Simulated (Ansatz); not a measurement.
# Thermal properties of Mg5ZnO6 from its phonons

Level of theory: Ansatz 0.2.0, DFT PBE, scalar-relativistic, plane waves, PAW. Plane waves to 420 eV; Γ-centred k mesh 8×8×2; fixed occupations. No spin polarisation. Phonons by linear response, acoustic sum rule imposed.

The cell, relaxed at this level:
```
CELL_PARAMETERS angstrom
3.01849 0.00000 0.00000
0.00000 3.01849 0.00000
0.00000 0.00000 12.79973
ATOMIC_POSITIONS crystal
Mg 0.00000 0.00000 0.66558
Mg 0.50000 0.50000 0.50000
Mg 0.00000 0.00000 0.33442
Mg 0.50000 0.50000 0.16677
Mg 0.50000 0.50000 0.83323
Zn 0.00000 0.00000 0.00000
O 0.00000 0.00000 0.50000
O 0.50000 0.50000 0.33402
O 0.00000 0.00000 0.16906
O 0.50000 0.50000 0.00000
O 0.00000 0.00000 0.83094
O 0.50000 0.50000 0.66598
```

The structure comes from a generated guess, relaxed at this level; another structure or a mixture of phases may lie lower. The q mesh is coarse, so values between its points are rough.

Force constants from linear response on a 2×2×1 q mesh, interpolated to a fine mesh.

**Question.** What is the zero-point energy per atom?

**Answer.** 65.4 meV.

**Question.** How large are the vibrational entropy and heat capacity at 300 K?

**Answer.** S = 1.99 k_B and C_V = 2.35 k_B per atom, 78 % of the Dulong–Petit value.

**Question.** Tabulate them against temperature.

**Answer.**
| T (K) | F_vib (meV/atom) | S (k_B/atom) | C_V (k_B/atom) |
| --- | --- | --- | --- |
| 100 | 64.8 | 0.28 | 0.69 |
| 200 | 58.9 | 1.14 | 1.81 |
| 300 | 45.3 | 1.99 | 2.35 |
| 400 | 25.0 | 2.70 | 2.60 |
| 500 | -0.9 | 3.30 | 2.74 |
| 600 | -31.6 | 3.81 | 2.81 |
| 700 | -66.3 | 4.24 | 2.86 |
| 800 | -104.5 | 4.63 | 2.89 |
| 900 | -145.9 | 4.97 | 2.91 |
| 1000 | -190.1 | 5.28 | 2.93 |
